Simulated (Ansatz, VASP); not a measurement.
Given: the input of a run of VASP 6.6.1 on RbCl.

INCAR

```
SYSTEM = RbCl
ALGO = Normal ; EDIFF = 1E-7
ENCUT = 520 ; GGA = PE
ISIF = 2 ; ISMEAR = -1
LASPH = .True. ; LCHARG = .False.
LREAL = .False. ; LWAVE = .False.
NBANDS = 15 ; NELM = 100
PREC = Accurate ; SIGMA = 0.05
```

File KPOINTS:

```
k-points
0
Gamma
  7 7 7
  0 0 0
```

POSCAR

```
RbCl
1.0
    0.0000000000      3.3170838881      3.3170838881
    3.3170838881      0.0000000000      3.3170838881
    3.3170838881      3.3170838881      0.0000000000
Rb Cl
1 1
Direct
    0.0000000000      0.0000000000      0.0000000000
    0.5000000000      0.5000000000      0.5000000000
```

Potentials or basis: VASP PAW PBE potentials, release 64 (Rb_sv, Cl).

Run with:

```bash
$ cat potpaw_PBE.64/Rb_sv/POTCAR potpaw_PBE.64/Cl/POTCAR > POTCAR
$ mpirun -np 1 vasp_std > vasp.out
```

Translate it to Ansatz 0.2.0. Potentials there: Ansatz PAW.

As run (the cutoff follows the program's own potentials):

Contents of input.yaml:

```yaml
crystal:
  lattice:
    - [0.0, 3.3170838881, 3.3170838881]
    - [3.3170838881, 0.0, 3.3170838881]
    - [3.3170838881, 3.3170838881, 0.0]
  atoms:
    - { symbol: Rb, position: [0.0, 0.0, 0.0] }
    - { symbol: Cl, position: [0.5, 0.5, 0.5] }
hamiltonian:
  xc: pbe
  pseudopotentials: { kind: paw }
kpoints:
  mp_grid: { grid: [7, 7, 7] }
scf:
  occupations: { method: fermi_dirac, width: 0.05 }
output:
  forces: true
  stress: true
  eigenvalues: true
```

Potentials or basis: Ansatz PAW.

Command:

```bash
$ ansatz run input.yaml --threads 1 --pin off --max-ram 3584MiB --backend cpu --events-out ev --progress --plain --runs-dir out
```

Both were run:

|  | VASP | Ansatz | Ansatz less VASP |
| --- | --- | --- | --- |
| gap on the k mesh at the Fermi level (eV) | 4.92 | 4.92 | +0.003 |
| least direct gap on the mesh (eV) | 4.92 | 4.92 | +0.003 |
| pressure (GPa) | 0.4 | 0.4 | 0.00 |

Caveats: an odd mesh through Γ misses points on the zone boundary, where band edges often lie (VASP); odd divisions of the mesh miss points on the zone boundary, where band edges often lie, so the gap on the mesh can be too wide (Ansatz).
